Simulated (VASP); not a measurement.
Input of a VASP 6.6.1 run:

INCAR

```
PREC = Accurate
ENCUT = 520
EDIFF = 1E-8
ISMEAR = -1
SIGMA = 0.05
LREAL = False
LASPH = True
NELM = 150
ALGO = Normal
ISIF = 2
LWAVE = False
LCHARG = False
MAGMOM = 0 0 0 0 0 0
LORBIT = 11
LSORBIT = True
GGA_COMPAT = False
LORBMOM = True
GGA = PE
LEFG = True
NBANDS = 20
```

Contents of KPOINTS:

```
regular mesh
0
Gamma
  11 11 11
```

POSCAR

```
BeTe
1.0
    0.0000000000      2.7700000000      2.7700000000
    2.7700000000      0.0000000000      2.7700000000
    2.7700000000      2.7700000000      0.0000000000
Be Te
1 1
Direct
    0.0000000000      0.0000000000      0.0000000000
    0.7500000000      0.7500000000      0.7500000000
```

Potentials or basis: VASP PAW PBE potentials, release 64 (Be, Te).

Run with:

```bash
$ cat potpaw_PBE.64/Be/POTCAR potpaw_PBE.64/Te/POTCAR > POTCAR
$ mpirun -np 1 vasp_ncl > vasp.out
```

**Question.** Predict the net moment.

**Answer.** 0.00 μB per cell.

**Question.** Estimate the pressure.

**Answer.** 4.5 GPa.

Moments on the atoms (μB; x, y, z):
```
Be  0.00 0.00 0.00
Te  0.00 0.00 0.00
```
